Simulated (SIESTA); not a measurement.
## PtS2 under changes of volume

One of the cells (18.261 Å³/atom); the others are scaled copies at fixed shape and fractional positions:

```
Pt S
1.0
     3.54320    0.00000    0.00000
    -1.77160    3.06850    0.00000
     0.00000    0.00000    5.03880
Pt S
1 2
Direct
  0.00000 0.00000 0.00000
  0.66667 0.33333 0.77300
  0.33333 0.66667 0.22700
```

* Program: SIESTA 5.4.2
* Functional: PBEsol
* Potentials or basis: PseudoDojo 0.4 standard (PBEsol files)
* Basis: DZP (energy shift 0.002 Ry)
* Grid cutoff: 800 Ry
* Energy shift: 0.002 Ry
* k mesh: 9 × 9 × 5
* Occupations: fermi-dirac, width 0.05 eV
* Spin: no spin polarisation

```tsv
volume (Å³/atom)	energy over the lowest point (meV/atom)	pressure (GPa)	gap on the mesh (eV)	largest force (eV/Å)
17.165	140.06	22.4	0.94	2.822
17.531	94.53	17.7	0.93	2.407
17.896	59.15	13.5	0.91	2.022
18.261	?	?	?	?
18.626	14.90	6.2	0.86	1.336
18.992	4.20	3.2	0.83	1.032
19.357	0.00	0.5	0.81	0.752
```

**Question.** What does the run at 18.261 Å³/atom give?

**Answer.** Energy over the lowest point 32.90 meV/atom; pressure 9.6 GPa; gap on the mesh 0.89 eV; largest force 1.666 eV/Å.

Worked out: A Birch-Murnaghan fit of order 3 (a polynomial in V^(-2/3)) to the other rows has its minimum at 19.42 Å³/atom, just outside them, with B0 = V·E''(V) = 135 GPa and B' = 4.7 at fixed shape and positions, which overstates the stiffness. It gives 32.97 meV/atom at 18.261 Å³/atom, against the run's 32.90, and -dE/dV = 9.7 GPa, against 9.6. A parabola through the other rows of the gap, of slope -1.15 eV per unit of ln V there, gives 0.89 eV, against the run's 0.89.

Energies are extrapolated to zero smearing.

Caveats: semicore shells carry a single zeta, which can move pressures by several GPa and volumes by a few percent; spin-orbit coupling is left out, which moves the levels of the heavy elements; an odd mesh through Γ misses points on the zone boundary, where band edges often lie; the basis of atomic orbitals isn't converged, which shifts pressures, moduli and gaps; forces of over 1 eV/Å show positions far from the minimum, so gaps and moduli don't describe the material at rest (some runs).
